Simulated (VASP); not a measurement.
Consider the following.

```
CELL_PARAMETERS angstrom
      1.35000    -2.33827     0.00000
      1.35000     2.33827     0.00000
      0.00000     0.00000     4.38000
ATOMIC_POSITIONS crystal
  Be 0.70042 0.38847 0.50000
  Be 0.33333 0.66667 0.00000
  O  0.66667 0.33333 0.87800
  O  0.33333 0.66667 0.37800
```

Level of theory: PBE GGA, VASP's PBE PAW potentials (set 64) (plane waves; VASP). Settings: 520 eV cut-off, 7×7×4 Γ-centred mesh, Gaussian smearing of 0.050 eV, potentials Be O.

Problem. The ions, cell shape and volume are relaxed. Predict the relaxed structure.

Solution. 
```
CELL_PARAMETERS angstrom
      1.35640    -2.34949     0.00002
      1.35692     2.34976    -0.00007
     -0.00004    -0.00008     4.40711
ATOMIC_POSITIONS crystal
  Be 0.67523 0.34725 0.50007
  Be 0.34166 0.68028 0.00009
  O  0.67502 0.34697 0.87794
  O  0.34184 0.68064 0.37790
```
Space group P6_3mc (186), at a tolerance of 0.03 Å.

Problem. How do energy and volume change from the first to the last step?

Solution. The energy (σ→0) changes by -22.0 meV/atom and the volume by +1.6 %, in 12 ionic steps.

```
step  E(σ→0) (eV)  max force (eV/Å)  pressure (GPa)  volume (Å³)
----  -----------  ----------------  --------------  -----------
1        -28.3729             1.213            4.59        27.65
2        -28.4441             0.398           -2.53        28.45
3        -28.4441             0.395           -2.55        28.46
4        -28.4558             0.202           -0.10        28.12
5        -28.4558             0.209           -0.04        28.11
6        -28.4590             0.084            0.34        28.05
7        -28.4593             0.089            0.54        28.03
8        -28.4603             0.049           -0.14        28.12
9        -28.4604             0.044           -0.41        28.16
10       -28.4607             0.024            0.00        28.10
11       -28.4607             0.027            0.05        28.09
12       -28.4608             0.006            0.03        28.10
```

The compound is BeO in the wurtzite structure. In the starting cell atoms are displaced from their ideal sites. This run relaxes it.
